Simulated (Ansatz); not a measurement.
**Co: strain energy, fitted**

Co, P6_3/mmc, a = 2.492 Å, c = 8.093 Å. Ansatz: PBE, PAW, 420 eV, Γ-centred 24×24×8 mesh on 4 atoms, Gaussian smearing 0.10 eV; collinear spin, largest moment 1.7 μB. Series: biaxial strain in the a-b plane, c and atoms relaxed; x is the strain in per cent. y is the free energy over the unstrained cell, V0 = 10.878 Å³/atom.

| x (%) | y (meV/atom) |
| --- | --- |
| -6.0 | ? |
| -4.0 | 61.27 |
| -2.0 | 14.84 |
| 0.0 | 0.00 |
| 2.0 | 11.24 |
| 4.0 | 42.90 |
| 6.0 | 89.11 |

**Question.** Fit y = c2 x² + c3 x³ to the other rows, turn c2 into a modulus, and predict the missing energy.

**Answer.** Least squares on the rows shown. y = 3.2790 x² − 0.13559 x³. In eV per unit strain² c2 is 32.79; M is the biaxial modulus (E = M V0 ε²): 32.79 × 160.2 / (10.878) = 483 GPa. The unstrained cell keeps some stress along the strain, worth a slope of -0.48 meV/atom per %, which the form leaves out. At x = -6.0 the fit asked for gives 147.33 meV/atom. The run gave 146.09 meV/atom, so the fit is 1.24 meV/atom too high, within twice the rms miss on the fitted rows (0.63 meV/atom).

Cost: 7 runs of about 18 core-minutes in all, on Intel Xeon 6975P-C (Granite Rapids) (shared hosts).